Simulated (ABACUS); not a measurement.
Br:

```
Br
1.0
    -1.42349    1.42349    3.57752
     1.42349   -1.42349    3.57752
     1.42349    1.42349   -3.57752
Br
1
Direct
  0.00000 0.00000 0.00000
```

| Quantity | Value |
| --- | --- |
| Program | ABACUS 3.10.1 |
| Task | single point |
| Functional | PBE |
| Potentials or basis | PseudoDojo NC SR 0.4.1 PBE standard |
| Cutoff | 1361 eV |
| Density cutoff | 5442 eV |
| Basis | DZP LCAO (the cutoffs set its grid) |
| k mesh | 13 × 13 × 13 |
| Occupations | fermi-dirac, width 0.05 eV |
| Spin | no spin polarisation |

On this cell: pressure 2.3 GPa; band gap on the k mesh none (metal or under the smearing width).

The same run follows on a disturbed copy (cell strained at random at fixed volume):

```
Br
1.0
    -1.37086    1.42822    3.50710
     1.54394   -1.43502    3.57868
     1.34378    1.40794   -3.50981
Br
1
Direct
  0.01208 0.00474 0.01896
```

Problem. What does the disturbed cell give?

Solution. The energy (extrapolated to zero smearing) moves by +1.7 meV/atom; pressure 1.8 GPa; band gap on the k mesh none (metal or under the smearing width).

Stress tensor (GPa, compression positive):
```
 1.03  0.08 -0.22
 0.08  2.68  0.00
-0.22  0.00  1.64
```

Caveats: the atomic orbitals were generated for these runs and aren't a published set; the basis of atomic orbitals isn't converged, which shifts pressures, moduli and gaps; an odd number of electrons without spin polarisation forces a metal; a magnetic or distorted state may lie lower.
